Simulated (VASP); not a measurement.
A calculation with VASP 6.6.1 of MnS (ASE script, structure typed inline):

The input run.py:

```python
from ase import Atoms
from ase.calculators.vasp import Vasp
from ase.dft.bandgap import bandgap

atoms = Atoms(
    ['Mn', 'S'],
    cell=[[0.0, 2.6045, 2.6045], [2.6045, 0.0, 2.6045], [2.6045, 2.6045, 0.0]],
    scaled_positions=[[0.0, 0.0, 0.0], [0.5, 0.5, 0.5]],
    pbc=True,
)
atoms.set_initial_magnetic_moments([4.0, 0.0])
calc = Vasp(
    directory='calc',
    xc='pbe',
    pp='PBE',
    setups='recommended',
    prec='Accurate',
    encut=520,
    ediff=1e-07,
    ismear=0,
    sigma=0.05,
    lreal=False,
    lasph=True,
    nelm=150,
    algo='Normal',
    isif=2,
    lwave=False,
    lcharg=False,
    ispin=2,
    lorbit=11,
    lmaxmix=4,
    kpts=[9, 9, 9],
    gamma=True,
)
atoms.calc = calc

print('energy (eV):', atoms.get_potential_energy())
print('free energy (eV):', atoms.get_potential_energy(force_consistent=True))
print('forces (eV/A):')
print(atoms.get_forces())
print('stress (eV/A^3, Voigt):', atoms.get_stress())
print('Fermi level (eV):', calc.get_fermi_level())
print('moment (muB):', atoms.get_magnetic_moment())
print('site moments (muB):', atoms.get_magnetic_moments())
gap, top, bottom = bandgap(calc)
print('band gap (eV):', gap, 'from (spin, k, band)', top, 'to', bottom)
```

Potentials or basis: VASP PAW PBE potentials, release 64 (Mn_pv, S).

Launch:

```bash
$ python run.py
```

Question: Write the same calculation in another form: native input, structure from a POSCAR.

Answer: As run:

INCAR

```
SYSTEM = MnS
  PREC = Accurate
  ENCUT = 520
  EDIFF = 1E-6
  ISMEAR = 0
  SIGMA = 0.05
  LREAL = .FALSE.
  LASPH = .TRUE.
  NELM = 100
  ALGO = Normal
  ISIF = 2
  LWAVE = .FALSE.
  LCHARG = .TRUE.
  ISPIN = 2
  MAGMOM = 4 0
  LORBIT = 11
  LMAXMIX = 4
  GGA = PE
  LELF = .TRUE.
  LVHAR = .TRUE.
```

File KPOINTS:

```
regular mesh
0
G
  9 9 9
  0 0 0
```

File POSCAR:

```
MnS
3.6833
    0.000000000000      0.707110471588      0.707110471588
    0.707110471588      0.000000000000      0.707110471588
    0.707110471588      0.707110471588      0.000000000000
Mn S
1 1
Direct
    0.0000000000      0.0000000000      0.0000000000
    0.5000000000      0.5000000000      0.5000000000
```

Potentials or basis: VASP PAW PBE potentials, release 64 (Mn_pv, S).

The run is started by

```console
$ cat potpaw_PBE.64/Mn_pv/POTCAR potpaw_PBE.64/S/POTCAR > POTCAR
$ mpirun -np 1 vasp_std > vasp.out
```

Both were run:

|  | ASE script, structure typed inline | native input, structure from a POSCAR |
| --- | --- | --- |
| Pressure | -2.9 GPa | -2.9 GPa |
| Band gap on the k mesh | none (metal or under the smearing width) | none (metal or under the smearing width) |
| Net moment | 4.72 μB per cell | 4.72 μB per cell |
| Site moments | Mn +4.26; S +0.11 μB | Mn +4.26; S +0.11 μB |
| Valence electrons inside the program's atomic spheres | Mn 11.30; S 3.73 | Mn 11.30; S 3.73 |

Keys that steer only the numerical path or the files written may differ.

Caveat: a cell with one magnetic atom can't hold antiferromagnetic order, which such compounds often take; semilocal functionals often make such compounds metallic where correlation or magnetic order opens a gap, which also shifts bond lengths.
